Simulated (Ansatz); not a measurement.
Here is an Ansatz 0.2.0 calculation.

input

```
crystal:
  lattice:
    - [0.0, 2.4385, 2.4385]
    - [2.4385, 0.0, 2.4385]
    - [2.4385, 2.4385, 0.0]
  atoms:
    - { symbol: "Y", position: [0.0, 0.0, 0.0] }
    - { symbol: "N", position: [0.5, 0.5, 0.5] }
hamiltonian:
  xc: r2scan0
  pseudopotentials: { kind: paw }
kpoints:
  mp_grid: { grid: [5, 5, 5] }
scf:
  occupations: { method: fermi_dirac, width: 0.05 }
output:
  forces: true
  stress: true
  eigenvalues: true
```

(1) Predict the band gap on the k mesh.

(2) Predict the pressure.

Answers

(1) 2.26 eV, indirect (least direct gap 2.78 eV).

(2) 0.7 GPa.

Caveat: the k mesh is coarse (spacing up to 0.45 Å⁻¹), so the values aren't converged, least of all with exact exchange; odd divisions of the mesh miss points on the zone boundary, where band edges often lie, so the gap on the mesh can be too wide; the PAW data sets come from PBE, with cores solved anew for the run's functional, which leaves a small shift of forces and pressure; the thresholds are loose for stress.
